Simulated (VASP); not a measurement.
# ZrS2 in VASP: work function with PBE

Aim: the work function of ZrS2 with PBE.

Program: VASP 6.6.1. These are calculated values, not measurements. Logs are shortened: lines on timing, memory, paths and dates and some standing lists are left out, and cuts for length are marked.

## 1. The undisturbed slab

The cell holds a slab with vacuum, 6 atoms: a = 3.630 Å, b = 3.630 Å, c = 23.766 Å, α = 90.00°, β = 90.00°, γ = 120.00°.

## 2. Work function, PBE (the (0 0 1) slab of ZrS2, cut from the database cell, not relaxed)

Contents of INCAR:

```
SYSTEM = ZrS2
PREC = Accurate
ENCUT = 520
EDIFF = 1E-7
ISMEAR = 0
SIGMA = 0.05
LREAL = .False.
LASPH = .True.
NELM = 80
ALGO = Normal
ISIF = 2
LWAVE = .False.
LCHARG = .True.
LDIPOL = .True.
IDIPOL = 3
DIPOL = 0.5 0.5 0.500
GGA = PE
LELF = .True.
LVHAR = .True.
LVACPOTAV = .True.
```

Contents of KPOINTS:

```
Automatic mesh
0
Gamma
  8 8 1
  0 0 0
```

Contents of POSCAR:

```
ZrS2
1.0
    3.6299990405      0.0000000000      0.0000000000
   -1.8149995203      3.1436713849      0.0000000000
    0.0000000000      0.0000000000     23.7656400000
S Zr
4 2
Direct
    0.6666666667      0.3333333334      0.3155816549
    0.3333333333      0.6666666666      0.4382646543
    0.6666666667      0.3333333334      0.5617353457
    0.3333333333      0.6666666666      0.6844183451
    0.0000000000      0.0000000000      0.3769231546
    0.0000000000      0.0000000000      0.6230768454
```

Potentials or basis: VASP PAW PBE potentials, release 64 (S, Zr_sv).

Launch:

```bash
$ cat potpaw_PBE.64/S/POTCAR potpaw_PBE.64/Zr_sv/POTCAR > POTCAR
$ mpirun -np 1 vasp_std > vasp.out
```

OUTCAR:

```text
SYSTEM = ZrS2
   PREC = Accurate
   ENCUT = 520
   EDIFF = 1E-7
   ISMEAR = 0
   LREAL = .False.
   LASPH = .True.
   NELM = 80
   ISIF = 2
   GGA = PE

 ion  position               nearest neighbor table
   1  0.667  0.333  0.316-   5 2.55   5 2.55   5 2.55
   2  0.333  0.667  0.438-   5 2.55   5 2.55   5 2.55
   3  0.667  0.333  0.562-   6 2.55   6 2.55   6 2.55
   4  0.333  0.667  0.684-   6 2.55   6 2.55   6 2.55
   5  0.000  0.000  0.377-   2 2.55   1 2.55   1 2.55   2 2.55   1 2.55   2 2.55
   6  0.000  0.000  0.623-   4 2.55   3 2.55   3 2.55   4 2.55   3 2.55   4 2.55

  LATTYP: Found a hexagonal cell.
 ALAT       =     3.6299990405
 C/A-ratio  =     6.5470099950

  Lattice vectors:

 A1 = (   3.6299990405,   0.0000000000,   0.0000000000)
 A2 = (  -1.8149995203,   3.1436713849,   0.0000000000)
 A3 = (   0.0000000000,   0.0000000000,  23.7656400000)

Analysis of symmetry for initial positions (statically):
=====================================================================
 Subroutine PRICEL returns:
 Original cell was already a primitive cell.

 Routine SETGRP: Setting up the symmetry group for a
 hexagonal supercell.

 Subroutine GETGRP returns: Found 12 space group operations
 (whereof 12 operations were pure point group operations)
 out of a pool of 24 trial point group operations.

The static configuration has the point symmetry D_3d.

Analysis of symmetry for dynamics (positions and initial velocities):
=====================================================================
 Subroutine PRICEL returns:
 Original cell was already a primitive cell.

 Routine SETGRP: Setting up the symmetry group for a
 hexagonal supercell.

 Subroutine GETGRP returns: Found 12 space group operations
 (whereof 12 operations were pure point group operations)
 out of a pool of 24 trial point group operations.

The dynamic configuration has the point symmetry D_3d.

 Subroutine INISYM returns: Found 12 space group operations
 (whereof 12 operations are pure point group operations),
 and found     1 'primitive' translations

----------------------------------------------------------------------------------------

                                     Primitive cell

  volume of cell :     271.2022

  direct lattice vectors                    reciprocal lattice vectors
     3.629999040  0.000000000  0.000000000     0.275482166  0.159049703  0.000000000
    -1.814999520  3.143671385  0.000000000     0.000000000  0.318099406  0.000000000
     0.000000000  0.000000000 23.765640000     0.000000000  0.000000000  0.042077554

  length of vectors
     3.629999040  3.629999041 23.765640000     0.318099406  0.318099406  0.042077554

  position of ions in fractional coordinates (direct lattice)
     0.666666667  0.333333333  0.315581655
     0.333333333  0.666666667  0.438264654
     0.666666667  0.333333333  0.561735346
     0.333333333  0.666666667  0.684418345
     0.000000000  0.000000000  0.376923155
     0.000000000  0.000000000  0.623076845

  ion indices of the primitive-cell ions
   primitive index   ion index
                 1           1
                 2           2
                 3           3
                 4           4
                 5           5
                 6           6

----------------------------------------------------------------------------------------

 KPOINTS: Automatic mesh

Automatic generation of k-mesh.
 Grid dimensions read from file:
 generate k-points for:    8    8    1

 Generating k-lattice:

  Cartesian coordinates                     Fractional coordinates (reciprocal lattice)
     0.034435271  0.019881213  0.000000000     0.125000000 -0.000000000  0.000000000
     0.000000000  0.039762426  0.000000000     0.000000000  0.125000000  0.000000000
     0.000000000  0.000000000  0.042077554     0.000000000  0.000000000  1.000000000

  Length of vectors
     0.039762426  0.039762426  0.042077554

  Shift w.r.t. Gamma in fractional coordinates (k-lattice)
     0.000000000  0.000000000  0.000000000

 Subroutine IBZKPT returns following result:
 ===========================================

 Found     10 irreducible k-points:

 Following reciprocal coordinates:
            Coordinates               Weight
  0.000000  0.000000  0.000000      1.000000
  0.125000  0.000000  0.000000      6.000000
  0.250000  0.000000  0.000000      6.000000
  0.375000 -0.000000  0.000000      6.000000
  0.500000  0.000000  0.000000      3.000000
  0.125000  0.125000  0.000000      6.000000
  0.250000  0.125000  0.000000     12.000000
  0.375000  0.125000  0.000000     12.000000
  0.250000  0.250000  0.000000      6.000000
  0.375000  0.250000  0.000000      6.000000
   k-points           NKPTS =     10   k-points in BZ     NKDIM =     10   number of bands    NBANDS=     28
   number of dos      NEDOS =    301   number of ions     NIONS =      6
   total plane-waves  NPLWV = 141120
   dimension x,y,z NGX =    28 NGY =   28 NGZ =  180
   dimension x,y,z NGXF=    56 NGYF=   56 NGZF=  360
   ions per type =               4   2
   NGX,Y,Z   is equivalent  to a cutoff of  12.82, 12.82, 12.59 a.u.
   NGXF,Y,Z  is equivalent  to a cutoff of  25.65, 25.65, 25.18 a.u.
 SYSTEM =  ZrS2
   PREC   = accura    normal or accurate (medium, high low for compatibility)
   ISTART =      0    job   : 0-new  1-cont  2-samecut
   ICHARG =      2    charge: 1-file 2-atom 10-const
   ISPIN  =      1    spin polarized calculation?
   LNONCOLLINEAR =      F non collinear calculations
   LSORBIT =      F    spin-orbit coupling
   LASPH  =      T    aspherical Exc in radial PAW
   ENCUT  =  520.0 eV  38.22 Ry    6.18 a.u.   6.75  6.75 44.19*2*pi/ulx,y,z
   NELM   =     80;   NELMIN=  2; NELMDL= -5     # of ELM steps
   EDIFF  = 0.1E-06   stopping-criterion for ELM
   LREAL  =      F    real-space projection
   EDIFFG = 0.1E-05   stopping-criterion for IOM
   NSW    =      0    number of steps for IOM
   IBRION =     -1    ionic relax: 0-MD 1-quasi-New 2-CG
   NFREE  =      0    steps in history (QN), initial steepest desc. (CG)
   ISIF   =      2    stress and relaxation
   ISYM   =      2    0-nonsym 1-usesym 2-fastsym
   POTIM  = 0.5000    time-step for ionic-motion
   TEBEG  =    0.0;   TEEND  =   0.0 temperature during run
   PSTRESS=    0.0 pullay stress
   NELECT =      48.0000    total number of electrons
   NUPDOWN=      -1.0000    fix difference up-down
   EMIN   =  10.00;   EMAX   =-10.00  energy-range for DOS
   EFERMI =   0.00;   METHOD = LEGACY
   ISMEAR =     0;   SIGMA  =   0.05  broadening in eV -4-tet -1-fermi 0-gaus
   EFERMI_NEDOS =   21; number of points for ismear=-14 and -15
   IALGO  =     38    algorithm
   IMIX   =      4    mixing-type and parameters
     AMIX     =   0.40;   BMIX     =  1.00
     AMIX_MAG =   1.60;   BMIX_MAG =  1.00
  volume/ion in A,a.u.               =      45.20       305.03
  Fermi-wavevector in a.u.,A,eV,Ry     =   0.919159  1.736959 11.494938  0.844854
  Thomas-Fermi vector in A             =   2.044322
   LORBIT       =      0    0 simple, 1 ext, 2 COOP (PROOUT), +10 PAW based schemes
   GGA     = PE    functional components
   LHFCALC =     F    Hartree Fock is set to
   AEXX    =    0.0000 exact exchange contribution
   IVDW    =     0    specifies the selected vdW correction
   LEPSILON=     F    determine dielectric tensor
   LRPA    =     F    only Hartree local field effects (RPA)
 non-spin polarized calculation
 Gauss-broadening in eV      SIGMA  =   0.05
  energy-cutoff  :      520.00
  volume of cell :      271.20
 maximum number of plane-waves:      7325
 NGX is ok and might be reduce to    28
   NGX = 13   NGY = 13   NGZ = 89

 dipolmoment           0.000000      0.000000     -0.000000 electrons x Angstroem

 number of electron      48.0000002 magnetization

 dipolmoment           0.000000      0.000000      0.000000 electrons x Angstroem

 Free energy of the ion-electron system (eV)
  ---------------------------------------------------
  ext. energy  EPLUGINS =         0.00000000
  ---------------------------------------------------
  free energy    TOTEN  =       -42.79972882 eV

  energy without entropy =      -42.79972882  energy(sigma->0) =      -42.79972882

 E-fermi :  -0.5173     XC(G=0):  -5.1689

 val. band max:       -0.8758390546   @ k =   0.0000   0.0000   0.0000
 cond. band min:       0.1198731931   @ k =   0.5000   0.0000   0.0000
 fundamental gap:      0.9957122477
 Fermi energy:        -0.5173353400

 k-point     1 :       0.0000    0.0000    0.0000
  band No.  band energies     occupation
      1     -49.7185      2.00000
      2     -49.7185      2.00000
      3     -27.7977      2.00000
      4     -27.7973      2.00000
      5     -27.6293      2.00000
      6     -27.6293      2.00000
[... 20 lines left out ...]
     27       0.7951      0.00000
     28       0.7951      0.00000

 k-point     2 :       0.1250    0.0000    0.0000
  band No.  band energies     occupation
      1     -49.7153      2.00000
      2     -49.7153      2.00000
      3     -27.7882      2.00000
      4     -27.7878      2.00000
      5     -27.6731      2.00000
      6     -27.6731      2.00000
[... 20 lines left out ...]
     27       1.2748      0.00000
     28       1.2877      0.00000

 k-point     3 :       0.2500    0.0000    0.0000
  band No.  band energies     occupation
      1     -49.7076      2.00000
      2     -49.7075      2.00000
      3     -27.7796      2.00000
      4     -27.7796      2.00000
      5     -27.7624      2.00000
      6     -27.7622      2.00000
[... 182 lines left out ...]
      3     -27.8641      2.00000
      4     -27.8640      2.00000
      5     -27.7524      2.00000
      6     -27.7524      2.00000
[... 20 lines left out ...]
     27       1.7485      0.00000
     28       1.9948      0.00000

 k-point    10 :       0.3750    0.2500    0.0000
  band No.  band energies     occupation
      1     -49.6943      2.00000
      2     -49.6943      2.00000
      3     -27.8656      2.00000
      4     -27.8656      2.00000
      5     -27.7856      2.00000
      6     -27.7856      2.00000
[... 20 lines left out ...]
     27       2.2585      0.00000
     28       2.3723      0.00000

------------------------ aborting loop because EDIFF is reached ----------------------------------------

  FORCE on cell =-STRESS in cart. coord.  units (eV):
  Direction    XX          YY          ZZ          XY          YZ          ZX
  --------------------------------------------------------------------------------------
  -------------------------------------------------------------------------------------
  Total        2.6423750      2.6423750      1.6253906     -0.0000000      0.0000000     -0.0000000
  in kB       15.6103224     15.6103224      9.6022974     -0.0000000      0.0000000     -0.0000000
  external PRESSURE =      13.6076474 kB  Pullay stress =       0.0000000 kB

 VOLUME and BASIS-vectors are now :
 -----------------------------------------------------------------------------
  energy-cutoff  :      520.00
  volume of cell :      271.20
      direct lattice vectors                 reciprocal lattice vectors
     3.629999040  0.000000000  0.000000000     0.275482166  0.159049703  0.000000000
    -1.814999520  3.143671385  0.000000000     0.000000000  0.318099406  0.000000000
     0.000000000  0.000000000 23.765640000     0.000000000  0.000000000  0.042077554

 POSITION                                       TOTAL-FORCE (eV/Angst)
 -----------------------------------------------------------------------------------
      1.81500      1.04789      7.50000        -0.000000      0.000000     -0.194508
     -0.00000      2.09578     10.41564         0.000000     -0.000000      0.093354
      1.81500      1.04789     13.35000         0.000000      0.000000     -0.093354
     -0.00000      2.09578     16.26564         0.000000     -0.000000      0.194508
      0.00000      0.00000      8.95782        -0.000000      0.000000     -0.041740
      0.00000      0.00000     14.80782         0.000000     -0.000000      0.041740
 -----------------------------------------------------------------------------------
    total drift:                                0.000000     -0.000000      0.000000

  FREE ENERGIE OF THE ION-ELECTRON SYSTEM (eV)
  ---------------------------------------------------
  free  energy   TOTEN  =       -42.7997288207 eV

  energy  without entropy=      -42.7997288207  energy(sigma->0) =      -42.79972882

 vacuum level on the upper side and lower side of the slab         5.471         5.471
```

Wall time 84 s (1 thread of Intel Xeon 6975P-C (Granite Rapids), shared host); peak memory 0.37 GiB.

Results:

| Item | Value |
| --- | --- |
| Free energy | -42.7997 eV |
| Largest force | 0.195 eV/Å |
| Band gap on the k mesh | 1.00 eV, indirect (least direct gap 1.65 eV) |
| Ionisation potential of the upper face | 6.35 eV |

Forces on the atoms (eV/Å):
```
S    0.000  0.000 -0.195
S    0.000  0.000  0.093
S    0.000  0.000 -0.093
S    0.000  0.000  0.195
Zr   0.000  0.000 -0.042
Zr   0.000  0.000  0.042
```
